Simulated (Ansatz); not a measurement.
# AlCu (rocksalt type): the cost of one run

Program: Ansatz 0.2.0. Level of theory: DFT, PBE, PAW with Ansatz's default frozen-core files, scalar-relativistic. These are calculated values, not measurements.

### 1 The system as given

The structure is cubic, space group Fm-3m (No. 225). The conventional cell has a = 5.038 Å, b = 5.038 Å, c = 5.038 Å, α = 90.00°, β = 90.00°, γ = 90.00°. Cu (site symmetry m-3m) is surrounded by 6 Al at 2.52 Å. Al (site symmetry m-3m) has 6 Cu at 2.52 Å as nearest neighbours.

As a file:

```
CELL_PARAMETERS angstrom
0.00000 2.51899 2.51899
2.51899 0.00000 2.51899
2.51899 2.51899 0.00000
ATOMIC_POSITIONS crystal
Cu 0.00000 0.00000 0.00000
Al 0.50000 0.50000 0.50000
```

Atoms are numbered in the order of the input: Cu1, Al2.

### 2 Cell relaxed at zero pressure, PAW

File input.yaml:

```yaml
crystal:
  lattice:
    - [0.0, 2.5189918944, 2.5189918944]
    - [2.5189918944, 0.0, 2.5189918944]
    - [2.5189918944, 2.5189918944, 0.0]
  atoms:
    - { symbol: Cu, position: [0.0, 0.0, 0.0] }
    - { symbol: Al, position: [0.5, 0.5, 0.5] }
kpoints:
  mp_grid: { grid: [14, 14, 14] }
scf:
  occupations: { method: fermi_dirac, width: 0.05 }
hamiltonian:
  xc: pbe
  pseudopotentials: { kind: paw }
output:
  forces: true
  stress: true
relax:
  f_tol: 0.005
  max_steps: 40
  cell: {}
```

Started as:

```
$ ansatz run input.yaml --threads 1 --pin off --max-ram 3584MiB --backend cpu --events-out ev --progress --plain --runs-dir out
```

What time and memory should one allow on 1 thread of Intel Xeon 6975P-C (Granite Rapids), shared host?

About 5.8 s, with a peak of 0.41 GiB.
